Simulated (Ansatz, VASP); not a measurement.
Two plane-wave programs on In3P4

```
In P
1.0
     5.43315    0.00000    0.00000
     0.00000    5.43315    0.00000
     0.00000    0.00000    5.43315
In P
3 4
Direct
  0.50000 0.50000 0.00000
  0.00000 0.50000 0.50000
  0.50000 0.00000 0.50000
  0.50000 0.50000 0.50000
  0.50000 0.00000 0.00000
  0.00000 0.50000 0.00000
  0.00000 0.00000 0.50000
```

Change from the starting cell: species swapped into the W3N4 type (Pm-3m, No. 221).

Alike in both runs: functional PBE; k mesh 4 × 4 × 4; occupations gaussian, width 0.1 eV; no spin polarisation.

Ansatz relaxed the structure, and its values are those at the end. VASP's run is a single point on that final structure, the one shown.

```csv
,VASP,Ansatz
version,VASP 6.6.1,Ansatz 0.2.0
potentials or method,"VASP PAW PBE potentials, release 64 (In_d, P)","scalar-relativistic, plane waves, PAW"
plane-wave cutoff (eV),520,420
valence electrons in the cell,59,59
```

```tsv
	VASP	Ansatz	Ansatz less VASP
gap on the k mesh at the Fermi level (eV)	none	none	-
pressure (GPa)	0.0	0.0	+0.03
```

A gap of «none» marks a metal or a gap that the smearing closes.
